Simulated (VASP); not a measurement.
# PbS (I4/mmm) in VASP: a series of runs

Runs on PbS. Level: LDA. Tasks: single point.

All numbers are computed with VASP 6.6.1; they aren't measurements. Logs are shortened: lines on timing, memory, paths and dates and some standing lists are left out, and cuts for length are marked.

**1. The structure**

It takes space group I4/mmm (No. 139, tetragonal). The conventional cell has a = 4.203 Å, b = 4.203 Å, c = 5.828 Å, α = 90.00°, β = 90.00°, γ = 90.00°. Around Pb (site symmetry 4/mmm) lie 6 S at 2.91 to 2.97 Å. Around S (site symmetry 4/mmm) lie 6 Pb at 2.91 to 2.97 Å.

The cell was built by a generator and isn't the measured one.

**2. Single point, LDA**

Contents of INCAR:

```
SYSTEM = PbS
ALGO = Fast
EDIFF = 1E-6
ENCUT = 520
ISIF = 2
ISMEAR = 0
LASPH = .True.
LCHARG = .True.
LELF = .True.
LREAL = .False.
LVHAR = .True.
LWAVE = .False.
NBANDS = 28
NELM = 100
PREC = Accurate
SIGMA = 0.01
```

Contents of KPOINTS:

```
k-points
0
Gamma
  8 8 6
  0 0 0
```

Contents of POSCAR:

```
PbS
1.0
   -4.2027308560      0.0000000000      0.0000000000
    0.0000000000     -4.2027308560      0.0000000000
    0.0000000000      0.0000000000      5.8282337725
Pb S
2 2
Direct
    1.0000000000      1.0000000000      0.0000000000
    0.5000000000      0.5000000000      0.5000000000
    0.5000000000      0.5000000000      1.0000000000
    0.0000000000      0.0000000000      0.5000000000
```

Potentials or basis: VASP PAW LDA potentials, release 64 (Pb_d, S).

On the command line:

```bash
$ cat potpaw_LDA.64/Pb_d/POTCAR potpaw_LDA.64/S/POTCAR > POTCAR
$ mpirun -np 1 vasp_std > vasp.out
```

OUTCAR:

```text
SYSTEM = PbS
   EDIFF = 1E-6
   ENCUT = 520
   ISIF = 2
   ISMEAR = 0
   LASPH = .True.
   LREAL = .False.
   NELM = 100
   PREC = Accurate

 ion  position               nearest neighbor table
   1  0.000  0.000  0.000-   4 2.91   4 2.91   3 2.97   3 2.97   3 2.97   3 2.97
   2  0.500  0.500  0.500-   3 2.91   3 2.91   4 2.97   4 2.97   4 2.97   4 2.97
   3  0.500  0.500  0.000-   2 2.91   2 2.91   1 2.97   1 2.97   1 2.97   1 2.97
   4  0.000  0.000  0.500-   1 2.91   1 2.91   2 2.97   2 2.97   2 2.97   2 2.97

  LATTYP: Found a simple tetragonal cell.
 ALAT       =     4.2027308560
 C/A-ratio  =     1.3867730226

  Lattice vectors:

 A1 = (  -4.2027308560,   0.0000000000,   0.0000000000)
 A2 = (   0.0000000000,  -4.2027308560,   0.0000000000)
 A3 = (   0.0000000000,   0.0000000000,   5.8282337725)

Analysis of symmetry for initial positions (statically):
=====================================================================
 Subroutine PRICEL returns following result:

  LATTYP: Found a body centered tetragonal cell.
 ALAT       =     4.2027308560
 C/A-ratio  =     1.3867730226

  Lattice vectors:

 A1 = (   2.1013654280,   2.1013654280,  -2.9141168862)
 A2 = (  -2.1013654280,  -2.1013654280,  -2.9141168863)
 A3 = (  -2.1013654280,   2.1013654280,   2.9141168862)

   2 primitive cells build up your supercell.

 Routine SETGRP: Setting up the symmetry group for a
 simple tetragonal supercell.

 Subroutine GETGRP returns: Found 16 space group operations
 (whereof 16 operations were pure point group operations)
 out of a pool of 16 trial point group operations.

The static configuration has the point symmetry D_4h.

Analysis of symmetry for dynamics (positions and initial velocities):
=====================================================================
 Subroutine PRICEL returns following result:

  LATTYP: Found a body centered tetragonal cell.
 ALAT       =     4.2027308560
 C/A-ratio  =     1.3867730226

  Lattice vectors:

 A1 = (   2.1013654280,   2.1013654280,  -2.9141168862)
 A2 = (  -2.1013654280,  -2.1013654280,  -2.9141168863)
 A3 = (  -2.1013654280,   2.1013654280,   2.9141168862)

   2 primitive cells build up your supercell.

 Routine SETGRP: Setting up the symmetry group for a
 simple tetragonal supercell.

 Subroutine GETGRP returns: Found 16 space group operations
[... 96 lines left out ...]
   ICHARG =      2    charge: 1-file 2-atom 10-const
   ISPIN  =      1    spin polarized calculation?
   LNONCOLLINEAR =      F non collinear calculations
   LSORBIT =      F    spin-orbit coupling
   LASPH  =      T    aspherical Exc in radial PAW
   ENCUT  =  520.0 eV  38.22 Ry    6.18 a.u.   7.81  7.81 10.84*2*pi/ulx,y,z
   NELM   =    100;   NELMIN=  2; NELMDL= -5     # of ELM steps
   EDIFF  = 0.1E-05   stopping-criterion for ELM
   LREAL  =      F    real-space projection
   EDIFFG = 0.1E-04   stopping-criterion for IOM
   NSW    =      0    number of steps for IOM
   IBRION =     -1    ionic relax: 0-MD 1-quasi-New 2-CG
   NFREE  =      0    steps in history (QN), initial steepest desc. (CG)
   ISIF   =      2    stress and relaxation
   ISYM   =      2    0-nonsym 1-usesym 2-fastsym
   POTIM  = 0.5000    time-step for ionic-motion
   TEBEG  =    0.0;   TEEND  =   0.0 temperature during run
   PSTRESS=    0.0 pullay stress
   NELECT =      40.0000    total number of electrons
   NUPDOWN=      -1.0000    fix difference up-down
   EMIN   =  10.00;   EMAX   =-10.00  energy-range for DOS
   EFERMI =   0.00;   METHOD = LEGACY
   ISMEAR =     0;   SIGMA  =   0.01  broadening in eV -4-tet -1-fermi 0-gaus
   EFERMI_NEDOS =   21; number of points for ismear=-14 and -15
   IALGO  =     68    algorithm
   IMIX   =      4    mixing-type and parameters
     AMIX     =   0.40;   BMIX     =  1.00
     AMIX_MAG =   1.60;   BMIX_MAG =  1.00
  volume/ion in A,a.u.               =      25.74       173.67
  Fermi-wavevector in a.u.,A,eV,Ry     =   1.194615  2.257496 19.416956  1.427106
  Thomas-Fermi vector in A             =   2.330601
   LORBIT       =      0    0 simple, 1 ext, 2 COOP (PROOUT), +10 PAW based schemes
   GGA     = CA    functional components
   LHFCALC =     F    Hartree Fock is set to
   AEXX    =    0.0000 exact exchange contribution
   IVDW    =     0    specifies the selected vdW correction
   LEPSILON=     F    determine dielectric tensor
   LRPA    =     F    only Hartree local field effects (RPA)
 non-spin polarized calculation
 RMM-DIIS sequential band-by-band and
 Gauss-broadening in eV      SIGMA  =   0.01
  energy-cutoff  :      520.00
  volume of cell :      102.94
 maximum number of plane-waves:      2800
 NGX is ok and might be reduce to    32
   NGX = 15   NGY = 15   NGZ = 21

 number of electron      39.9999998 magnetization

 Free energy of the ion-electron system (eV)
  ---------------------------------------------------
  ext. energy  EPLUGINS =         0.00000000
  ---------------------------------------------------
  free energy    TOTEN  =       -19.96975767 eV

  energy without entropy =      -19.96975767  energy(sigma->0) =      -19.96975767

 E-fermi :   5.8574     XC(G=0): -10.0900

 val. band max:        5.8026541829   @ k =   0.5000   0.0000   0.5000
 cond. band min:       5.9481837161   @ k =   0.5000   0.0000   0.5000
 fundamental gap:      0.1455295332
 Fermi energy:         5.8574120159

 k-point     1 :       0.0000    0.0000    0.0000
  band No.  band energies     occupation
      1     -11.1833      2.00000
      2     -11.0542      2.00000
      3     -11.0244      2.00000
      4     -11.0213      2.00000
      5     -11.0213      2.00000
      6     -11.0195      2.00000
[... 733 lines left out ...]
     27      12.7494      0.00000
     28      12.7494      0.00000

 [... further k-points ...]
[... 5 lines left out ...]
  --------------------------------------------------------------------------------------
  -------------------------------------------------------------------------------------
  Total       -1.6666446     -1.6666446      0.0460995      0.0000000      0.0000000      0.0000000
  in kB      -25.9390139    -25.9390139      0.7174748      0.0000000      0.0000000      0.0000000
  external PRESSURE =     -17.0535177 kB  Pullay stress =       0.0000000 kB

 VOLUME and BASIS-vectors are now :
 -----------------------------------------------------------------------------
  energy-cutoff  :      520.00
  volume of cell :      102.94
      direct lattice vectors                 reciprocal lattice vectors
    -4.202730856  0.000000000  0.000000000    -0.237940528  0.000000000  0.000000000
     0.000000000 -4.202730856  0.000000000     0.000000000 -0.237940528  0.000000000
     0.000000000  0.000000000  5.828233772     0.000000000  0.000000000  0.171578567

 POSITION                                       TOTAL-FORCE (eV/Angst)
 -----------------------------------------------------------------------------------
      0.00000      0.00000      0.00000         0.000000      0.000000     -0.000000
     -2.10137     -2.10137      2.91412        -0.000000      0.000000      0.000000
     -2.10137     -2.10137      0.00000         0.000000     -0.000000     -0.000000
      0.00000      0.00000      2.91412         0.000000     -0.000000     -0.000000
 -----------------------------------------------------------------------------------
    total drift:                               -0.000000     -0.000000     -0.000000

  FREE ENERGIE OF THE ION-ELECTRON SYSTEM (eV)
  ---------------------------------------------------
  free  energy   TOTEN  =       -19.9697576726 eV

  energy  without entropy=      -19.9697576726  energy(sigma->0) =      -19.96975767
```

stdout:

```text
POSCAR found type information on POSCAR PbS
 POSCAR found :  2 types and       4 ions
 scaLAPACK will be used
 LDA part: xc-table for (Slater(with rela. corr.)+CA(PZ))
 , standard interpolation
 POSCAR, INCAR and KPOINTS ok, starting setup
 FFT: planning ... GRIDC
 FFT: planning ... GRID_SOFT
 FFT: planning ... GRID
 WAVECAR not read
 entering main loop
```

Run time: 1.9 min. Hardware: 1 thread of AMD EPYC 9R45 (Zen 5), shared host; peak memory 0.24 GiB.

Results:

- Free energy: -19.9698 eV
- Pressure: -1.7 GPa
- Band gap on the k mesh: 0.15 eV

Stress tensor (GPa, compression positive):
```
-2.59  0.00  0.00
 0.00 -2.59  0.00
 0.00  0.00  0.07
```

Caveat: spin-orbit coupling is left out, which as a rule narrows the gap of such compounds by several tenths of an eV. A k mesh can miss the band edges.

**3. Single point, LDA**

This run uses another cell than the first one, of 25.31 Å³/atom, 0.983 times its volume.

Contents of INCAR:

```
SYSTEM = PbS
ALGO = Fast
EDIFF = 1E-6
ENCUT = 520
ISIF = 2
ISMEAR = 0
LASPH = .TRUE.
LCHARG = .TRUE.
LELF = .TRUE.
LREAL = .FALSE.
LVHAR = .TRUE.
LWAVE = .FALSE.
NBANDS = 28
NELM = 100
PREC = Accurate
SIGMA = 0.01
```

Contents of KPOINTS:

```
k-points
0
G
  8 8 6
  0 0 0
```

Contents of POSCAR:

```
PbS
1.0
   -4.2027308560      0.0000000000      0.0000000000
    0.0000000000     -4.2027308560      0.0000000000
    0.0000000000      0.0000000000      5.7313196957
Pb S
2 2
Direct
    0.0000000000      0.0000000000      0.0000000000
    0.5000000000      0.5000000000      0.5000000000
    0.5000000000      0.5000000000      0.0000000000
    0.0000000000      0.0000000000      0.5000000000
```

Potentials or basis: VASP PAW LDA potentials, release 64 (Pb_d, S).

On the command line:

```bash
$ cat potpaw_LDA.64/Pb_d/POTCAR potpaw_LDA.64/S/POTCAR > POTCAR
$ mpirun -np 1 vasp_std > vasp.out
```

It took 1.8 min on 1 thread of AMD EPYC 9R45 (Zen 5), shared host; peak memory 0.24 GiB.

Results (log left out):

```
Free energy            : -19.9526 eV
Pressure               : -0.5 GPa
Band gap on the k mesh : 0.05 eV
```

Stress tensor (GPa, compression positive):
```
-2.37  0.00  0.00
 0.00 -2.37  0.00
 0.00  0.00  3.12
```

Levels at points of the mesh, in eV from the valence-band top:
| k point | band 18 | band 19 | band 20 | band 21 | band 22 | band 23 |
| --- | --- | --- | --- | --- | --- | --- |
| (0.00, 0.00, 0.00) | -2.60 | -2.28 | -2.28 | 3.42 | 4.81 | 4.81 |
| (0.50, 0.00, 0.00) | -2.17 | -1.14 | -1.14 | 1.24 | 1.24 | 2.21 |
| (0.50, 0.50, 0.00) | -3.90 | -3.51 | -3.51 | 3.59 | 3.59 | 5.28 |
| (0.00, 0.00, 0.50) | -3.07 | -1.61 | -1.61 | 2.35 | 2.35 | 4.37 |
| (0.50, 0.00, 0.50) | -1.92 | 0.00 | 0.00 | 0.05 | 0.05 | 1.58 |
| (0.50, 0.50, 0.50) | -4.68 | -0.92 | -0.92 | 2.13 | 2.13 | 4.34 |

Caveat: spin-orbit coupling is left out, which as a rule narrows the gap of such compounds by several tenths of an eV. A k mesh can miss the band edges.

**4. Single point, LDA**

INCAR is that of step 3.

KPOINTS is that of step 3.

POSCAR: that of step 3 with these lines changed.

```diff
@@ -4,3 +4,3 @@
     0.0000000000     -4.2027308560      0.0000000000
-    0.0000000000      0.0000000000      5.7313196957
+    0.0000000000      0.0000000000      5.8282337725
 Pb S
```

On the command line:

```bash
$ cat potpaw_LDA.64/Pb_d/POTCAR potpaw_LDA.64/S/POTCAR > POTCAR
$ mpirun -np 1 vasp_std > vasp.out
```

It took 1.8 min on 1 thread of AMD EPYC 9R45 (Zen 5), shared host; peak memory 0.24 GiB.

Results (log left out):

```yaml
Free_energy: -19.9698 eV
Pressure: -1.7 GPa
Band_gap_on_the_k_mesh: 0.15 eV
```

Stress tensor (GPa, compression positive):
```
-2.59  0.00  0.00
 0.00 -2.59  0.00
 0.00  0.00  0.07
```

Levels at points of the mesh, in eV from the valence-band top:
```csv
k point,band 17,band 18,band 19,band 20,band 21,band 22,band 23,band 24
"(0.00, 0.00, 0.00)",-3.61,-2.37,-2.20,-2.20,3.59,4.93,4.93,5.40
"(0.50, 0.00, 0.00)",-2.01,-2.01,-0.98,-0.98,1.28,1.28,2.27,2.27
"(0.50, 0.50, 0.00)",-3.67,-3.67,-3.46,-3.46,3.67,3.67,5.41,5.41
"(0.00, 0.00, 0.50)",-2.93,-2.93,-1.66,-1.66,2.34,2.34,4.50,4.50
"(0.50, 0.00, 0.50)",-1.82,-1.82,0.00,0.00,0.15,0.15,1.72,1.72
"(0.50, 0.50, 0.50)",-4.55,-4.55,-0.95,-0.95,2.10,2.10,4.46,4.46
```

Caveat: spin-orbit coupling is left out, which as a rule narrows the gap of such compounds by several tenths of an eV.
